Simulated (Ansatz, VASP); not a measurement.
**One calculation of KMgF3, two programs**

File INCAR:

```
SYSTEM = KMgF3
ALGO = Fast ; EDIFF = 1E-6
ENCUT = 520 ; GGA = PS
ISIF = 2 ; ISMEAR = 0
LASPH = .True. ; LCHARG = .False.
LREAL = .False. ; LWAVE = .False.
NBANDS = 24 ; NELM = 100
PREC = Accurate ; SIGMA = 0.05
```

KPOINTS

```
k-points
0
Gamma
  6 6 6
  0 0 0
```

File POSCAR:

```
KMgF3
1.0
    3.9859000000      0.0000000000      0.0000000000
    0.0000000000      3.9859000000      0.0000000000
    0.0000000000      0.0000000000      4.3047720000
K Mg F
1 1 3
Direct
    0.5000000000      0.5000000000      0.5000000000
    0.0000000000      0.0000000000      0.0000000000
    0.5000000000      0.0000000000      0.0000000000
    0.0000000000      0.5000000000      0.0000000000
    0.0000000000      0.0000000000      0.5000000000
```

Input for Ansatz:

```yaml
crystal:
  lattice:
    - [3.9859, 0.0, 0.0]
    - [0.0, 3.9859, 0.0]
    - [0.0, 0.0, 4.304772]
  atoms:
    - { symbol: K, position: [0.5, 0.5, 0.5] }
    - { symbol: Mg, position: [0.0, 0.0, 0.0] }
    - { symbol: F, position: [0.5, 0.0, 0.0] }
    - { symbol: F, position: [0.0, 0.5, 0.0] }
    - { symbol: F, position: [0.0, 0.0, 0.5] }
basis:
  ecutwfc: 420
kpoints:
  mp_grid: { grid: [6, 6, 6] }
hamiltonian:
  xc: pbesol
scf:
  occupations: { method: gaussian, width: 0.05 }
output:
  forces: true
  stress: true
  eigenvalues: true
```

Change from the starting cell: strain +0.000 along x and y, +0.080 along z, atoms carried along.

Alike in both runs: task single point; functional PBEsol; k mesh 6 × 6 × 6; occupations gaussian, width 0.05 eV; no spin polarisation.

|  | VASP | Ansatz |
| --- | --- | --- |
| version | VASP 6.6.1 | Ansatz 0.2.0 |
| potentials or method | VASP PAW PBE potentials, release 64 (K_sv, Mg, F) | scalar-relativistic, plane waves, PAW |
| plane-wave cutoff (eV) | 520 | 420 |
| valence electrons in the cell | 32 | 40 |

VASP gave:

| Property | Result |
| --- | --- |
| gap on the k mesh at the Fermi level (eV) | 6.54 |
| least direct gap on the mesh (eV) | 6.87 |
| pressure (GPa) | -4.3 |
| largest component of the traceless stress (GPa) | 3.17 |

Question: What did Ansatz give for the same quantities?

Answer: gap on the k mesh at the Fermi level (eV): 6.57; least direct gap on the mesh (eV): 6.89; pressure (GPa): -3.9; largest component of the traceless stress (GPa): 3.19.

The functional is the same, so the differences come from potentials, cutoffs and numerics. The two sets of potentials don't hold the same shells in valence.

Caveats: the PAW data sets were made with another functional, which shifts forces and pressure a little (VASP). A k mesh can miss the band edges.
